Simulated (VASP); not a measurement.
# PtSe2 (Sudovikovite) (P-3m1) in VASP: further runs

The runs below take PtSe2 (Sudovikovite) through single point, with PBE+D3(BJ).

Program: VASP 6.6.1. These are calculated values, not measurements. Logs are shortened: lines on timing, memory, paths and dates and some standing lists are left out, and cuts for length are marked.

## Step 1: Starting point

The structure is trigonal, space group P-3m1 (No. 164). Conventional cell: a = 3.724 Å, b = 3.724 Å, c = 5.062 Å, α = 90.00°, β = 90.00°, γ = 120.00°. Pt (site symmetry -3m) has 6 Se at 2.49 Å as nearest neighbours. Se (site symmetry 3m) is surrounded by 3 Pt at 2.49 Å.

## Step 2: Single point, PBE+D3(BJ)

Contents of INCAR:

```
SYSTEM = PtSe2
  ALGO = Normal
  EDIFF = 1E-6
  ENCUT = 520
  GGA = PE
  ISIF = 2
  ISMEAR = 0
  IVDW = 12
  LASPH = .True.
  LCHARG = .False.
  LREAL = .False.
  LWAVE = .False.
  NBANDS = 18
  NELM = 100
  PREC = Accurate
  SIGMA = 0.1
```

Contents of KPOINTS:

```
k-points
0
Gamma
  6 6 4
  0 0 0
```

Contents of POSCAR:

```
PtSe2
1.0
    3.7240000000      0.0000000000      0.0000000000
   -1.8620000000      3.2250786037      0.0000000000
    0.0000000000      0.0000000000      5.0620000000
Pt Se
1 2
Direct
    0.0000000000      0.0000000000      0.0000000000
    0.3333333333      0.6666666667      0.2500000000
    0.6666666667      0.3333333333      0.7500000000
```

Potentials or basis: VASP PAW PBE potentials, release 64 (Pt, Se).

The run is started by

```console
> cat potpaw_PBE.64/Pt/POTCAR potpaw_PBE.64/Se/POTCAR > POTCAR
> mpirun -np 1 vasp_std > vasp.out
```

OUTCAR:

```text
SYSTEM = PtSe2
   EDIFF = 1E-6
   ENCUT = 520
   GGA = PE
   ISIF = 2
   ISMEAR = 0
   IVDW = 12
   LASPH = .True.
   LREAL = .False.
   NELM = 100
   PREC = Accurate
 IVDW          = 12

 ion  position               nearest neighbor table
   1  0.000  0.000  0.000-   2 2.49   3 2.49   3 2.49   2 2.49   3 2.49   2 2.49
   2  0.333  0.667  0.250-   1 2.49   1 2.49   1 2.49
   3  0.667  0.333  0.750-   1 2.49   1 2.49   1 2.49

  LATTYP: Found a hexagonal cell.
 ALAT       =     3.7240000000
 C/A-ratio  =     1.3592910849

  Lattice vectors:

 A1 = (   3.7240000000,   0.0000000000,   0.0000000000)
 A2 = (  -1.8620000000,   3.2250786037,   0.0000000000)
 A3 = (   0.0000000000,   0.0000000000,   5.0620000000)

Analysis of symmetry for initial positions (statically):
=====================================================================
 Subroutine PRICEL returns:
 Original cell was already a primitive cell.

 Routine SETGRP: Setting up the symmetry group for a
 hexagonal supercell.

 Subroutine GETGRP returns: Found 12 space group operations
 (whereof 12 operations were pure point group operations)
 out of a pool of 24 trial point group operations.

The static configuration has the point symmetry D_3d.

Analysis of symmetry for dynamics (positions and initial velocities):
=====================================================================
 Subroutine PRICEL returns:
 Original cell was already a primitive cell.

 Routine SETGRP: Setting up the symmetry group for a
 hexagonal supercell.

 Subroutine GETGRP returns: Found 12 space group operations
 (whereof 12 operations were pure point group operations)
 out of a pool of 24 trial point group operations.

The dynamic configuration has the point symmetry D_3d.

 Subroutine INISYM returns: Found 12 space group operations
 (whereof 12 operations are pure point group operations),
 and found     1 'primitive' translations

----------------------------------------------------------------------------------------

                                     Primitive cell

  volume of cell :      60.7956

  direct lattice vectors                    reciprocal lattice vectors
     3.724000000  0.000000000  0.000000000     0.268528464  0.155034981  0.000000000
    -1.862000000  3.225078604  0.000000000     0.000000000  0.310069962  0.000000000
     0.000000000  0.000000000  5.062000000     0.000000000  0.000000000  0.197550375

  length of vectors
     3.724000000  3.724000000  5.062000000     0.310069962  0.310069962  0.197550375

  position of ions in fractional coordinates (direct lattice)
     0.000000000  0.000000000  0.000000000
     0.333333333  0.666666667  0.250000000
     0.666666667  0.333333333  0.750000000

  ion indices of the primitive-cell ions
   primitive index   ion index
                 1           1
                 2           2
                 3           3

----------------------------------------------------------------------------------------

 KPOINTS: k-points

Automatic generation of k-mesh.
 Grid dimensions read from file:
 generate k-points for:    6    6    4

 Generating k-lattice:

  Cartesian coordinates                     Fractional coordinates (reciprocal lattice)
     0.044754744  0.025839163  0.000000000     0.166666667  0.000000000  0.000000000
     0.000000000  0.051678327  0.000000000     0.000000000  0.166666667  0.000000000
     0.000000000  0.000000000  0.049387594     0.000000000  0.000000000  0.250000000

  Length of vectors
     0.051678327  0.051678327  0.049387594

  Shift w.r.t. Gamma in fractional coordinates (k-lattice)
     0.000000000  0.000000000  0.000000000

 Subroutine IBZKPT returns following result:
 ===========================================

 Found     24 irreducible k-points:

 Following reciprocal coordinates:
            Coordinates               Weight
  0.000000  0.000000  0.000000      1.000000
  0.166667  0.000000  0.000000      6.000000
  0.333333 -0.000000  0.000000      6.000000
  0.500000 -0.000000  0.000000      3.000000
  0.166667  0.166667  0.000000      6.000000
  0.333333  0.166667  0.000000     12.000000
[... 16 lines left out ...]
  0.333333  0.166667  0.500000     12.000000
  0.333333  0.333333  0.500000      2.000000
   k-points           NKPTS =     24   k-points in BZ     NKDIM =     24   number of bands    NBANDS=     18
   number of dos      NEDOS =    301   number of ions     NIONS =      3
   total plane-waves  NPLWV =  31360
   dimension x,y,z NGX =    28 NGY =   28 NGZ =   40
   dimension x,y,z NGXF=    56 NGYF=   56 NGZF=   80
   ions per type =               1   2
   NGX,Y,Z   is equivalent  to a cutoff of  12.50, 12.50, 13.14 a.u.
   NGXF,Y,Z  is equivalent  to a cutoff of  25.00, 25.00, 26.27 a.u.
 SYSTEM =  PtSe2
   PREC   = accura    normal or accurate (medium, high low for compatibility)
   ISTART =      0    job   : 0-new  1-cont  2-samecut
   ICHARG =      2    charge: 1-file 2-atom 10-const
   ISPIN  =      1    spin polarized calculation?
   LNONCOLLINEAR =      F non collinear calculations
   LSORBIT =      F    spin-orbit coupling
   LASPH  =      T    aspherical Exc in radial PAW
   ENCUT  =  520.0 eV  38.22 Ry    6.18 a.u.   6.92  6.92  9.41*2*pi/ulx,y,z
   NELM   =    100;   NELMIN=  2; NELMDL= -5     # of ELM steps
   EDIFF  = 0.1E-05   stopping-criterion for ELM
   LREAL  =      F    real-space projection
   EDIFFG = 0.1E-04   stopping-criterion for IOM
   NSW    =      0    number of steps for IOM
   IBRION =     -1    ionic relax: 0-MD 1-quasi-New 2-CG
   NFREE  =      0    steps in history (QN), initial steepest desc. (CG)
   ISIF   =      2    stress and relaxation
   ISYM   =      2    0-nonsym 1-usesym 2-fastsym
   POTIM  = 0.5000    time-step for ionic-motion
   TEBEG  =    0.0;   TEEND  =   0.0 temperature during run
   PSTRESS=    0.0 pullay stress
   NELECT =      22.0000    total number of electrons
   NUPDOWN=      -1.0000    fix difference up-down
   EMIN   =  10.00;   EMAX   =-10.00  energy-range for DOS
   EFERMI =   0.00;   METHOD = LEGACY
   ISMEAR =     0;   SIGMA  =   0.10  broadening in eV -4-tet -1-fermi 0-gaus
   EFERMI_NEDOS =   21; number of points for ismear=-14 and -15
   IALGO  =     38    algorithm
   IMIX   =      4    mixing-type and parameters
     AMIX     =   0.40;   BMIX     =  1.00
     AMIX_MAG =   1.60;   BMIX_MAG =  1.00
  volume/ion in A,a.u.               =      20.27       136.76
  Fermi-wavevector in a.u.,A,eV,Ry     =   1.166608  2.204570 18.517184  1.360975
  Thomas-Fermi vector in A             =   2.303119
   LORBIT       =      0    0 simple, 1 ext, 2 COOP (PROOUT), +10 PAW based schemes
   GGA     = PE    functional components
   LHFCALC =     F    Hartree Fock is set to
   AEXX    =    0.0000 exact exchange contribution
   IVDW    =    12    specifies the selected vdW correction
   LEPSILON=     F    determine dielectric tensor
   LRPA    =     F    only Hartree local field effects (RPA)
 non-spin polarized calculation
 Gauss-broadening in eV      SIGMA  =   0.10
  energy-cutoff  :      520.00
  volume of cell :       60.80
 maximum number of plane-waves:      1654
   NGX = 13   NGY = 13   NGZ = 19

 number of electron      21.9999999 magnetization

 Free energy of the ion-electron system (eV)
  ---------------------------------------------------
  ext. energy  EPLUGINS =         0.00000000
  ---------------------------------------------------
  free energy    TOTEN  =       -14.18768161 eV

  energy without entropy =      -14.18218532  energy(sigma->0) =      -14.18493346

 E-fermi :   6.5413     XC(G=0): -10.6335

 val. band max:        6.5110093450   @ k =   0.0000   0.1667   0.2500
 cond. band min:       6.5600535091   @ k =   0.3333   0.3333   0.0000
 fundamental gap:      0.0490441641
 Fermi energy:         6.5412683045

 k-point     1 :       0.0000    0.0000    0.0000
  band No.  band energies     occupation
      1      -9.1816      2.00000
      2      -6.3582      2.00000
      3      -0.6646      2.00000
      4       0.0444      2.00000
      5       0.0444      2.00000
      6       2.5080      2.00000
[... 10 lines left out ...]
     17      13.8145      0.00000
     18      18.3480      0.00000

 k-point     2 :       0.1667    0.0000    0.0000
  band No.  band energies     occupation
      1      -8.8758      2.00000
      2      -6.4926      2.00000
      3      -0.3080      2.00000
      4       0.2367      2.00000
      5       0.2685      2.00000
      6       2.0162      2.00000
[... 10 lines left out ...]
     17      14.6916      0.00000
     18      15.6445      0.00000

 k-point     3 :       0.3333   -0.0000    0.0000
  band No.  band energies     occupation
      1      -8.0978      2.00000
      2      -6.8094      2.00000
      3      -0.0307      2.00000
      4       0.5988      2.00000
      5       0.7841      2.00000
      6       1.1875      2.00000
[... 10 lines left out ...]
     17      14.4046      0.00000
     18      15.3906      0.00000

 k-point     4 :       0.5000   -0.0000    0.0000
  band No.  band energies     occupation
      1      -7.3356      2.00000
      2      -7.2527      2.00000
      3      -0.8124      2.00000
      4       0.7152      2.00000
      5       1.2024      2.00000
      6       2.2848      2.00000
[... 10 lines left out ...]
     17      13.8711      0.00000
     18      17.7854      0.00000

 k-point     5 :       0.1667    0.1667    0.0000
  band No.  band energies     occupation
      1      -8.3317      2.00000
      2      -6.7040      2.00000
      3       0.2555      2.00000
      4       0.5173      2.00000
      5       0.5814      2.00000
      6       1.2383      2.00000
[... 10 lines left out ...]
     17      14.6403      0.00000
     18      15.2256      0.00000

 k-point     6 :       0.3333    0.1667    0.0000
  band No.  band energies     occupation
      1      -7.5540      2.00000
      2      -7.0112      2.00000
      3      -0.4061      2.00000
      4       0.4967      2.00000
      5       1.1130      2.00000
      6       1.4289      2.00000
[... 10 lines left out ...]
     17      15.5870      0.00000
     18      15.8262      0.00000

 k-point     7 :       0.3333    0.3333    0.0000
  band No.  band energies     occupation
      1      -7.1689      2.00000
      2      -7.1689      2.00000
      3      -0.4021      2.00000
      4       0.4021      2.00000
      5       0.4021      2.00000
      6       1.7694      2.00000
[... 10 lines left out ...]
     17      15.3106      0.00000
     18      16.9342      0.00000

 k-point     8 :       0.0000    0.0000    0.2500
  band No.  band energies     occupation
      1      -8.9592      2.00000
      2      -6.8645      2.00000
      3       0.0706      2.00000
      4       0.0706      2.00000
      5       0.1030      2.00000
      6       2.4918      2.00000
[... 10 lines left out ...]
     17      13.5983      0.00000
     18      16.8619      0.00000
[... 229 lines left out ...]
     17      14.5793      0.00000
     18      14.6779      0.00000

 k-point    20 :       0.3333   -0.0000    0.5000
  band No.  band energies     occupation
      1      -7.6752      2.00000
      2      -7.2749      2.00000
      3      -0.4777      2.00000
      4       0.2401      2.00000
      5       0.4931      2.00000
      6       1.9905      2.00000
[... 10 lines left out ...]
     17      16.0633      0.00000
     18      16.4798      0.00000

 k-point    21 :       0.5000   -0.0000    0.5000
  band No.  band energies     occupation
      1      -7.4533      2.00000
      2      -7.0162      2.00000
      3      -1.1524      2.00000
      4       0.5111      2.00000
      5       0.6664      2.00000
      6       1.6012      2.00000
[... 10 lines left out ...]
     17      16.2772      0.00000
     18      16.7898      0.00000

 k-point    22 :       0.1667    0.1667    0.5000
  band No.  band energies     occupation
      1      -7.8279      2.00000
      2      -7.3404      2.00000
      3      -0.2558      2.00000
      4       0.1768      2.00000
      5       0.9643      2.00000
      6       1.6623      2.00000
[... 10 lines left out ...]
     17      14.7800      0.00000
     18      15.4499      0.00000

 k-point    23 :       0.3333    0.1667    0.5000
  band No.  band energies     occupation
      1      -7.3610      2.00000
      2      -7.1434      2.00000
      3      -0.6588      2.00000
      4       0.1059      2.00000
      5       0.9487      2.00000
      6       1.7736      2.00000
[... 10 lines left out ...]
     17      14.9994      0.00000
     18      16.3678      0.00000

 k-point    24 :       0.3333    0.3333    0.5000
  band No.  band energies     occupation
      1      -7.1409      2.00000
      2      -7.1409      2.00000
      3       0.0538      2.00000
      4       0.0538      2.00000
      5       0.2083      2.00000
      6       2.0147      2.00000
[... 10 lines left out ...]
     17      14.1498      0.00000
     18      16.6068      0.00000

------------------------ aborting loop because EDIFF is reached ----------------------------------------

 Edisp (eV)   -1.43094

 E8    (eV) :    -0.6140

  FORCE on cell =-STRESS in cart. coord.  units (eV):
  Direction    XX          YY          ZZ          XY          YZ          ZX
  --------------------------------------------------------------------------------------
  -------------------------------------------------------------------------------------
  Total       1.57648     1.57648     0.81900     0.00000    -0.00000     0.00000
  in kB      41.54576    41.54576    21.58344     0.00000    -0.00000     0.00000
  external pressure =       34.89 kB  Pullay stress =        0.00 kB

 VOLUME and BASIS-vectors are now :
 -----------------------------------------------------------------------------
  energy-cutoff  :      520.00
  volume of cell :       60.80
      direct lattice vectors                 reciprocal lattice vectors
     3.724000000  0.000000000  0.000000000     0.268528464  0.155034981  0.000000000
    -1.862000000  3.225078604  0.000000000     0.000000000  0.310069962  0.000000000
     0.000000000  0.000000000  5.062000000     0.000000000  0.000000000  0.197550375

 POSITION                                       TOTAL-FORCE (eV/Angst)
 -----------------------------------------------------------------------------------
      0.00000      0.00000      0.00000        -0.000000      0.000000      0.000000
     -0.00000      2.15005      1.26550         0.000000     -0.000000      0.608534
      1.86200      1.07503      3.79650        -0.000000      0.000000     -0.608534
 -----------------------------------------------------------------------------------
    total drift:                               -0.000000     -0.000000     -0.000000

  FREE ENERGIE OF THE ION-ELECTRON SYSTEM (eV)
  ---------------------------------------------------
  free  energy   TOTEN  =       -15.6186249698 eV

  energy  without entropy=      -15.6131286728  energy(sigma->0) =      -15.61587682
```

Run time: 18 s. Hardware: 1 thread of Intel Xeon Platinum 8488C (Sapphire Rapids), shared host; peak memory 0.2 GiB.

Results:

```yaml
Free_energy: -15.6186 eV
Pressure: 3.5 GPa
Largest_force: 0.609 eV/Å
Band_gap_on_the_k_mesh: none (metal or under the smearing width)
Dispersion_energy_per_atom: -0.477 eV
```

Forces on the atoms (eV/Å):
```
Pt   0.000  0.000  0.000
Se   0.000  0.000  0.609
Se   0.000  0.000 -0.609
```

Stress tensor (GPa, compression positive):
```
4.15 0.00 0.00
0.00 4.15 0.00
0.00 0.00 2.16
```

Caveat: pairwise dispersion overbinds metals, which lowers pressure and volume. The run has no spin-orbit coupling, so splittings on Pt are missing.

## Step 3: Single point, PBE+D3(BJ) (cell and atoms relaxed tightly for response)

Contents of INCAR:

```
ALGO = Fast ; EDIFF = 1E-7
ENCUT = 520 ; GGA = PE
ISIF = 2 ; ISMEAR = -1
IVDW = 12 ; LASPH = T
LCHARG = F ; LREAL = F
LWAVE = F ; NBANDS = 18
NELM = 100 ; PREC = Accurate
SIGMA = 0.15
```

Contents of KPOINTS:

```
k-points
0
Gamma
  15 15 10
```

Contents of POSCAR:

```
PtSe2
1.0
    3.7719032155      0.0000000000      0.0000000000
   -1.8859516077      3.2665640053      0.0000000000
    0.0000000000      0.0000000000      4.8214860775
Pt Se
1 2
Direct
    0.0000000000      0.0000000000      0.0000000000
    0.3333333333      0.6666666667      0.2657465366
    0.6666666667      0.3333333333      0.7342534634
```

Potentials or basis: VASP PAW PBE potentials, release 64 (Pt, Se).

The run is started by

```console
> cat potpaw_PBE.64/Pt/POTCAR potpaw_PBE.64/Se/POTCAR > POTCAR
> mpirun -np 1 vasp_std > vasp.out
```

Wall time 3.2 min (1 thread of Intel Xeon Platinum 8488C (Sapphire Rapids), shared host); peak memory 0.38 GiB.

The run converged. Its results:

| Property | Result |
| --- | --- |
| Free energy | -15.6943 eV |
| Pressure | 0.0 GPa |
| Largest force | 0.006 eV/Å |
| Band gap on the k mesh | none (metal or under the smearing width) |
| Dispersion energy per atom | -0.490 eV |

Forces on the atoms (eV/Å):
```
Pt   0.000  0.000  0.000
Se   0.000  0.000  0.006
Se   0.000  0.000 -0.006
```

Levels at points of the mesh, in eV from the Fermi level:
| k point | band 9 | band 10 | band 11 | band 12 | band 13 | band 14 |
| --- | --- | --- | --- | --- | --- | --- |
| (0.00, 0.00, 0.00) | -0.93 | -0.93 | 0.85 | 1.14 | 1.14 | 3.43 |
| (0.00, 0.00, 0.50) | -1.65 | -1.65 | -1.63 | 2.40 | 2.40 | 5.07 |

Caveat: pairwise dispersion overbinds metals, which lowers pressure and volume.
